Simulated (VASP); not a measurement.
# Hf (I4_1/amd) in VASP: a series of runs

Runs on Hf. Level: PBEsol. Tasks: single point, relaxation of cell and atoms.

All numbers are computed with VASP 6.6.1; they aren't measurements. Logs are shortened: lines on timing, memory, paths and dates and some standing lists are left out, and cuts for length are marked.

## 1. The crystal as given

Symmetry: I4_1/amd, No. 141, tetragonal system. The conventional cell has a = 5.470 Å, b = 5.470 Å, c = 2.967 Å, α = 90.00°, β = 90.00°, γ = 90.00°. Hf (site symmetry -4m2) has 6 Hf at 2.83 to 2.97 Å as nearest neighbours.

The cell was built by a generator and needn't be a form met in nature.

## 2. Single point, PBEsol

INCAR

```
ALGO     = Fast           # electronic algorithm
EDIFF    = 1E-7           # SCF threshold, eV
ENCUT    = 520            # plane-wave cutoff, eV
GGA      = PS             # functional
ISIF     = 2              # what is computed and relaxed
ISMEAR   = 0              # smearing method
LASPH    = True           # aspherical terms in the spheres
LCHARG   = True           # write CHGCAR
LELF     = True           # ELF
LREAL    = False          # projectors in reciprocal space
LVHAR    = True         
LWAVE    = False          # write WAVECAR
NBANDS   = 17             # bands
NELM     = 100            # most SCF steps
PREC     = Accurate       # precision mode
SIGMA    = 0.1            # smearing width, eV
```

KPOINTS

```
k-points
0
Gamma
  20 20 20
```

POSCAR

```
Hf
1.0
   -2.7349107183      2.7349107183      1.4835089973
    2.7349107183     -2.7349107183      1.4835089973
    2.7349107183      2.7349107183     -1.4835089973
Hf
2
Direct
    0.0000000000      0.0000000000      0.0000000000
    0.7500000000      0.2500000000      0.5000000000
```

Potentials or basis: VASP PAW PBE potentials, release 64 (Hf_pv).

On the command line:

```console
$ cat potpaw_PBE.64/Hf_pv/POTCAR > POTCAR
$ mpirun -np 1 vasp_std > vasp.out
```

OUTCAR:

```text
EDIFF = 1E-7
   ENCUT = 520
   GGA = PS
   ISIF = 2
   ISMEAR = 0
   LASPH = True
   LREAL = False
   NELM = 100
   PREC = Accurate

 ion  position               nearest neighbor table
   1  0.000  0.000  0.000-   2 2.83   2 2.83   2 2.83   2 2.83   2 3.53   2 3.53   2 3.53   2 3.53

   2  0.750  0.250  0.500-   1 2.83   1 2.83   1 2.83   1 2.83   1 3.53   1 3.53   1 3.53   1 3.53

  LATTYP: Found a body centered tetragonal cell.
 ALAT       =     5.4698214366
 C/A-ratio  =     0.5424341597

  Lattice vectors:

 A1 = (  -2.7349107183,   2.7349107183,   1.4835089973)
 A2 = (   2.7349107183,  -2.7349107183,   1.4835089973)
 A3 = (   2.7349107183,   2.7349107183,  -1.4835089973)

Analysis of symmetry for initial positions (statically):
=====================================================================
 Subroutine PRICEL returns:
 Original cell was already a primitive cell.

 Routine SETGRP: Setting up the symmetry group for a
 body centered tetragonal supercell.

 Subroutine GETGRP returns: Found 16 space group operations
 (whereof  8 operations were pure point group operations)
 out of a pool of 16 trial point group operations.

The static configuration has the point symmetry D_2d.
 The point group associated with its full space group is D_4h.

Analysis of symmetry for dynamics (positions and initial velocities):
=====================================================================
 Subroutine PRICEL returns:
 Original cell was already a primitive cell.

 Routine SETGRP: Setting up the symmetry group for a
 body centered tetragonal supercell.

 Subroutine GETGRP returns: Found 16 space group operations
 (whereof  8 operations were pure point group operations)
 out of a pool of 16 trial point group operations.

The dynamic configuration has the point symmetry D_2d.
 The point group associated with its full space group is D_4h.

 Subroutine INISYM returns: Found 16 space group operations
 (whereof  8 operations are pure point group operations),
 and found     1 'primitive' translations

----------------------------------------------------------------------------------------

                                     Primitive cell

  volume of cell :      44.3850

  direct lattice vectors                    reciprocal lattice vectors
    -2.734910718  2.734910718  1.483508997     0.000000000  0.182821325  0.337038738
     2.734910718 -2.734910718  1.483508997     0.182821325  0.000000000  0.337038738
     2.734910718  2.734910718 -1.483508997     0.182821325  0.182821325  0.000000000

  length of vectors
     4.142495892  4.142495892  4.142495892     0.383430238  0.383430238  0.258548397

  position of ions in fractional coordinates (direct lattice)
     0.000000000  0.000000000  0.000000000
     0.750000000  0.250000000  0.500000000

  ion indices of the primitive-cell ions
   primitive index   ion index
                 1           1
                 2           2

----------------------------------------------------------------------------------------

 KPOINTS: k-points

Automatic generation of k-mesh.
 Grid dimensions read from file:
 generate k-points for:   20   20   20

 Generating k-lattice:

  Cartesian coordinates                     Fractional coordinates (reciprocal lattice)
     0.000000000  0.009141066  0.016851937     0.050000000  0.000000000  0.000000000
     0.009141066  0.000000000  0.016851937     0.000000000  0.050000000  0.000000000
     0.009141066  0.009141066  0.000000000     0.000000000  0.000000000  0.050000000

  Length of vectors
     0.019171512  0.019171512  0.012927420

  Shift w.r.t. Gamma in fractional coordinates (k-lattice)
     0.000000000  0.000000000  0.000000000

 Subroutine IBZKPT returns following result:
 ===========================================

 Found    641 irreducible k-points:

 Following reciprocal coordinates:
            Coordinates               Weight
  0.000000  0.000000  0.000000      1.000000
  0.050000 -0.000000  0.000000      8.000000
  0.100000  0.000000 -0.000000      8.000000
  0.150000  0.000000  0.000000      8.000000
  0.200000  0.000000 -0.000000      8.000000
  0.250000  0.000000 -0.000000      8.000000
[... 16 lines left out ...]
 -0.400000  0.050000 -0.000000     16.000000
 -0.350000  0.050000  0.000000     16.000000
 [... further k-points ...]
   k-points           NKPTS =    641   k-points in BZ     NKDIM =    641   number of bands    NBANDS=     17
   number of dos      NEDOS =    301   number of ions     NIONS =      2
   total plane-waves  NPLWV =  32768
   dimension x,y,z NGX =    32 NGY =   32 NGZ =   32
   dimension x,y,z NGXF=    64 NGYF=   64 NGZF=   64
   ions per type =               2
   NGX,Y,Z   is equivalent  to a cutoff of  12.84, 12.84, 12.84 a.u.
   NGXF,Y,Z  is equivalent  to a cutoff of  25.68, 25.68, 25.68 a.u.
 SYSTEM =  unknown system
   PREC   = accura    normal or accurate (medium, high low for compatibility)
   ISTART =      0    job   : 0-new  1-cont  2-samecut
   ICHARG =      2    charge: 1-file 2-atom 10-const
   ISPIN  =      1    spin polarized calculation?
   LNONCOLLINEAR =      F non collinear calculations
   LSORBIT =      F    spin-orbit coupling
   LASPH  =      T    aspherical Exc in radial PAW
   ENCUT  =  520.0 eV  38.22 Ry    6.18 a.u.   7.70  7.70  7.70*2*pi/ulx,y,z
   NELM   =    100;   NELMIN=  2; NELMDL= -5     # of ELM steps
   EDIFF  = 0.1E-06   stopping-criterion for ELM
   LREAL  =      F    real-space projection
   EDIFFG = 0.1E-05   stopping-criterion for IOM
   NSW    =      0    number of steps for IOM
   IBRION =     -1    ionic relax: 0-MD 1-quasi-New 2-CG
   NFREE  =      0    steps in history (QN), initial steepest desc. (CG)
   ISIF   =      2    stress and relaxation
   ISYM   =      2    0-nonsym 1-usesym 2-fastsym
   POTIM  = 0.5000    time-step for ionic-motion
   TEBEG  =    0.0;   TEEND  =   0.0 temperature during run
   PSTRESS=    0.0 pullay stress
   NELECT =      20.0000    total number of electrons
   NUPDOWN=      -1.0000    fix difference up-down
   EMIN   =  10.00;   EMAX   =-10.00  energy-range for DOS
   EFERMI =   0.00;   METHOD = LEGACY
   ISMEAR =     0;   SIGMA  =   0.10  broadening in eV -4-tet -1-fermi 0-gaus
   EFERMI_NEDOS =   21; number of points for ismear=-14 and -15
   IALGO  =     68    algorithm
   IMIX   =      4    mixing-type and parameters
     AMIX     =   0.40;   BMIX     =  1.00
     AMIX_MAG =   1.60;   BMIX_MAG =  1.00
  volume/ion in A,a.u.               =      22.19       149.76
  Fermi-wavevector in a.u.,A,eV,Ry     =   1.255084  2.371764 21.432373  1.575235
  Thomas-Fermi vector in A             =   2.388857
   LORBIT       =      0    0 simple, 1 ext, 2 COOP (PROOUT), +10 PAW based schemes
   GGA     = PS    functional components
   LHFCALC =     F    Hartree Fock is set to
   AEXX    =    0.0000 exact exchange contribution
   IVDW    =     0    specifies the selected vdW correction
   LEPSILON=     F    determine dielectric tensor
   LRPA    =     F    only Hartree local field effects (RPA)
 non-spin polarized calculation
 RMM-DIIS sequential band-by-band and
 Gauss-broadening in eV      SIGMA  =   0.10
  energy-cutoff  :      520.00
  volume of cell :       44.39
 maximum number of plane-waves:      1226
   NGX = 15   NGY = 15   NGZ = 15

 number of electron      20.0000002 magnetization

 Free energy of the ion-electron system (eV)
  ---------------------------------------------------
  ext. energy  EPLUGINS =         0.00000000
  ---------------------------------------------------
  free energy    TOTEN  =       -19.71088710 eV

  energy without entropy =      -19.69933381  energy(sigma->0) =      -19.70511046

 E-fermi :   4.3485     XC(G=0): -11.3831

 val. band max:        4.3484498705   @ k =  -0.3500  -0.4000   0.3500
 cond. band min:       4.3510332537   @ k =  -0.3500   0.1500   0.1000
 fundamental gap:      0.0025833832
 Fermi energy:         4.3485036127

 k-point     1 :       0.0000    0.0000    0.0000
  band No.  band energies     occupation
      1     -26.3187      2.00000
      2     -26.3187      2.00000
      3     -25.3410      2.00000
      4     -25.3333      2.00000
      5     -25.3333      2.00000
      6     -25.3268      2.00000
[... 9 lines left out ...]
     16      10.0995      0.00000
     17      10.0995      0.00000

 k-point     2 :       0.0500   -0.0000    0.0000
  band No.  band energies     occupation
      1     -26.3169      2.00000
      2     -26.3099      2.00000
      3     -25.3726      2.00000
      4     -25.3483      2.00000
      5     -25.3318      2.00000
      6     -25.3267      2.00000
[... 9 lines left out ...]
     16      10.3014      0.00000
     17      10.4090      0.00000

 k-point     3 :       0.1000    0.0000   -0.0000
  band No.  band energies     occupation
      1     -26.3117      2.00000
      2     -26.2844      2.00000
      3     -25.4374      2.00000
      4     -25.4088      2.00000
      5     -25.3357      2.00000
      6     -25.3276      2.00000
[... 9 lines left out ...]
     16      10.9294      0.00000
     17      11.2239      0.00000

 k-point     4 :       0.1500    0.0000    0.0000
  band No.  band energies     occupation
      1     -26.3036      2.00000
      2     -26.2451      2.00000
      3     -25.5327      2.00000
      4     -25.4971      2.00000
      5     -25.3582      2.00000
      6     -25.3210      2.00000
[... 9 lines left out ...]
     16      11.1451      0.00000
     17      11.4913      0.00000

 k-point     5 :       0.2000    0.0000   -0.0000
  band No.  band energies     occupation
      1     -26.2933      2.00000
      2     -26.1976      2.00000
      3     -25.6517      2.00000
      4     -25.5990      2.00000
      5     -25.3905      2.00000
      6     -25.3128      2.00000
[... 9 lines left out ...]
     16      10.8573      0.00000
     17      11.7227      0.00000

 k-point     6 :       0.2500    0.0000   -0.0000
  band No.  band energies     occupation
      1     -26.2818      2.00000
      2     -26.1515      2.00000
      3     -25.7803      2.00000
      4     -25.7000      2.00000
      5     -25.4296      2.00000
      6     -25.3038      2.00000
[... 9 lines left out ...]
     16      10.4953      0.00000
     17      11.7067      0.00000

 k-point     7 :       0.3000    0.0000    0.0000
  band No.  band energies     occupation
      1     -26.2701      2.00000
      2     -26.1256      2.00000
      3     -25.9016      2.00000
      4     -25.7784      2.00000
      5     -25.4729      2.00000
      6     -25.2948      2.00000
[... 9 lines left out ...]
     16      10.0565      0.00000
     17      11.5316      0.00000

 k-point     8 :       0.3500    0.0000    0.0000
  band No.  band energies     occupation
      1     -26.2595      2.00000
      2     -26.1438      2.00000
      3     -26.0010      2.00000
      4     -25.8064      2.00000
      5     -25.5185      2.00000
      6     -25.2868      2.00000
[... 9 lines left out ...]
     16       9.5451      0.00000
     17      11.2359      0.00000
[... 203 lines left out ...]
      1     -26.2643      2.00000
      2     -26.2148      2.00000
      3     -26.1126      2.00000
      4     -25.8037      2.00000
      5     -25.5539      2.00000
      6     -25.2825      2.00000
[... 9 lines left out ...]
     16      10.2622      0.00000
     17      11.5138      0.00000

 k-point    20 :       0.4500    0.0500    0.0000
  band No.  band energies     occupation
      1     -26.2745      2.00000
      2     -26.2192      2.00000
      3     -26.1328      2.00000
      4     -25.7591      2.00000
      5     -25.5978      2.00000
      6     -25.2797      2.00000
[... 9 lines left out ...]
     16       9.9592      0.00000
     17      12.6488      0.00000

 k-point    21 :       0.5000    0.0500    0.0000
  band No.  band energies     occupation
      1     -26.2666      2.00000
      2     -26.2137      2.00000
      3     -26.1215      2.00000
      4     -25.7261      2.00000
      5     -25.6293      2.00000
      6     -25.2796      2.00000
[... 9 lines left out ...]
     16       9.6947      0.00000
     17      11.7060      0.00000

 k-point    22 :      -0.4500    0.0500    0.0000
  band No.  band energies     occupation
      1     -26.2591      2.00000
      2     -26.1816      2.00000
      3     -26.0808      2.00000
      4     -25.7352      2.00000
      5     -25.6157      2.00000
      6     -25.2824      2.00000
[... 9 lines left out ...]
     16       9.5332      0.00000
     17      10.8391      0.00000

 k-point    23 :      -0.4000    0.0500   -0.0000
  band No.  band energies     occupation
      1     -26.2638      2.00000
      2     -26.1260      2.00000
      3     -26.0147      2.00000
      4     -25.7593      2.00000
      5     -25.5720      2.00000
      6     -25.2877      2.00000
[... 9 lines left out ...]
     16       9.2172      0.00000
     17      10.8418      0.00000

 k-point    24 :      -0.3500    0.0500    0.0000
  band No.  band energies     occupation
      1     -26.2736      2.00000
      2     -26.0919      2.00000
      3     -25.9220      2.00000
      4     -25.7488      2.00000
      5     -25.5219      2.00000
      6     -25.2950      2.00000
[... 9 lines left out ...]
     16       9.7216      0.00000
     17      11.1723      0.00000

 [... further k-points ...]

------------------------ aborting loop because EDIFF is reached ----------------------------------------

  FORCE on cell =-STRESS in cart. coord.  units (eV):
  Direction    XX          YY          ZZ          XY          YZ          ZX
  --------------------------------------------------------------------------------------
  -------------------------------------------------------------------------------------
  Total       -0.0933260     -0.0933260     -0.0897215      0.0000000      0.0000000      0.0000000
  in kB       -3.3688116     -3.3688116     -3.2386989      0.0000000      0.0000000      0.0000000
  external PRESSURE =      -3.3254407 kB  Pullay stress =       0.0000000 kB

 VOLUME and BASIS-vectors are now :
 -----------------------------------------------------------------------------
  energy-cutoff  :      520.00
  volume of cell :       44.39
      direct lattice vectors                 reciprocal lattice vectors
    -2.734910718  2.734910718  1.483508997     0.000000000  0.182821325  0.337038738
     2.734910718 -2.734910718  1.483508997     0.182821325  0.000000000  0.337038738
     2.734910718  2.734910718 -1.483508997     0.182821325  0.182821325  0.000000000

 POSITION                                       TOTAL-FORCE (eV/Angst)
 -----------------------------------------------------------------------------------
      0.00000      0.00000      0.00000        -0.000000      0.000000     -0.000000
      0.00000      2.73491      0.74175         0.000000     -0.000000      0.000000
 -----------------------------------------------------------------------------------
    total drift:                                0.000000     -0.000000     -0.000000

  FREE ENERGIE OF THE ION-ELECTRON SYSTEM (eV)
  ---------------------------------------------------
  free  energy   TOTEN  =       -19.7108871040 eV

  energy  without entropy=      -19.6993338150  energy(sigma->0) =      -19.70511046
```

Run time: 6.3 min. Hardware: 1 thread of Intel Xeon Platinum 8488C (Sapphire Rapids), shared host; peak memory 0.5 GiB.

Results:

| Quantity | Value |
| --- | --- |
| Free energy | -19.7109 eV |
| Pressure | -0.3 GPa |
| Band gap on the k mesh | none (metal or under the smearing width) |

Caveat: the PAW data sets were made with another functional, which shifts forces and pressure a little.

(Continued in part 2 of 3.)
